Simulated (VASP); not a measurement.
# A VASP 6.6.1 single-point calculation on AgCl

INCAR

```
ISMEAR = 0
LCHARG = .FALSE.
EDIFF = 1E-7
NELM = 120
ISIF = 2
NSW = 0
LASPH = .TRUE.
NBANDS = 16
LWAVE = .FALSE.
METAGGA = RTPSS
ENCUT = 520
SIGMA = 0.01
PREC = Accurate
LREAL = .FALSE.
IBRION = -1
```

KPOINTS

```
KPOINTS created by Atomic Simulation Environment
0
Gamma
8 8 8
0 0 0
```

POSCAR

```
Ag Cl
 1.0000000000000000
     0.0000000000000000    2.7731725637000002    2.7731725637000002
     2.8782758037999998    0.0000000000000000    2.7731725637000002
     2.8782758037999998    2.7731725637000002    0.0000000000000000
 Ag  Cl
   1   1
Cartesian
  0.0000000000000000  0.0000000000000000  0.0000000000000000
  2.8782758037999994  2.7731725637000002  2.7731725637000002
```

The recommended PBE PAW datasets give the neutral cell 18 valence electrons.

Command

```
mpirun -np 1 vasp_std
```

Q: Predict the outcome of this run.

A: It converged. Results: gap between bands v and c on the k mesh 0.83 eV; least direct gap on the k mesh 3.11 eV; pressure -2.1 GPa. Band v is the last that the valence electrons fill when counted band by band, and c is the next.

OSZICAR

```
N       E                     dE             d eps       ncg     rms          rms(c)
DAV:   1     0.111502101299E+03    0.11150E+03   -0.86408E+03  1904   0.102E+03
DAV:   2     0.970605793908E+01   -0.10180E+03   -0.93358E+02  2328   0.224E+02
DAV:   3     0.606881777793E+01   -0.36372E+01   -0.36290E+01  2400   0.450E+01
DAV:   4     0.604325156162E+01   -0.25566E-01   -0.25565E-01  2408   0.399E+00
DAV:   5     0.604292240327E+01   -0.32916E-03   -0.32916E-03  2424   0.430E-01    0.638E+00
DAV:   6     0.935742741032E+01    0.33145E+01   -0.68450E+00  1888   0.296E+01    0.518E+00
DAV:   7     0.944802739281E+01    0.90600E-01   -0.14641E-01  2440   0.337E+00    0.353E+00
DAV:   8     0.947529599418E+01    0.27269E-01   -0.20833E-01  2272   0.319E+00    0.632E-01
DAV:   9     0.947807500948E+01    0.27790E-02   -0.65726E-03  2192   0.605E-01    0.458E-01
DAV:  10     0.947869808192E+01    0.62307E-03   -0.35654E-03  2336   0.374E-01    0.655E-02
DAV:  11     0.947863041761E+01   -0.67664E-04   -0.11358E-04  2496   0.916E-02    0.431E-02
DAV:  12     0.947861220284E+01   -0.18215E-04   -0.61508E-05  2344   0.592E-02    0.263E-02
DAV:  13     0.947861439866E+01    0.21958E-05   -0.17456E-05  2112   0.279E-02    0.954E-03
DAV:  14     0.947861406251E+01   -0.33615E-06   -0.90644E-07  2392   0.706E-03    0.615E-03
DAV:  15     0.947861468527E+01    0.62276E-06   -0.18622E-07  2248   0.340E-03    0.150E-03
DAV:  16     0.947861473968E+01    0.54418E-07   -0.32016E-08  1224   0.138E-03
   1 F= 0.94786147E+01 E0= 0.94786147E+01  d E =-.715131E-89
```

For comparison, a separate PBE run of the intended cell, on usual settings and not on those above, gives a gap of 0.82 eV on its mesh and a pressure of -0.1 GPa.
